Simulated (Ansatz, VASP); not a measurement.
# NaH: VASP beside Ansatz

```
Na H
1.0
     2.19897    2.19897    0.00000
    -2.19897    2.19897    0.00000
     0.00000    2.19897    2.19897
Na H
1 1
Direct
  0.00000 0.00000 0.00000
  0.50000 0.50000 0.00000
```

Alike in both runs: functional PBEsol; k mesh 8 × 8 × 8; no spin polarisation.

Ansatz relaxed the structure, and its values are those at the end. VASP's run is a single point on that final structure, the one shown.

```csv
,VASP,Ansatz
version,VASP 6.6.1,Ansatz 0.2.0
potentials or method,"VASP PAW PBE potentials, release 64 (Na_pv, H)","PAW with Ansatz's default frozen-core files, scalar-relativistic"
plane-wave cutoff (eV),520,420
occupations,"gaussian, width 0.01 eV",fixed
valence electrons in the cell,8,10
```

|  | VASP | Ansatz | Ansatz less VASP |
| --- | --- | --- | --- |
| gap on the k mesh at the Fermi level (eV) | 4.03 | 4.03 | +0.004 |
| pressure (GPa) | 10.1 | 10.0 | -0.08 |

The two sets of potentials don't hold the same shells in valence.

Caveats: the PAW data sets were made with another functional, which shifts forces and pressure a little (VASP). A k mesh can miss the band edges.
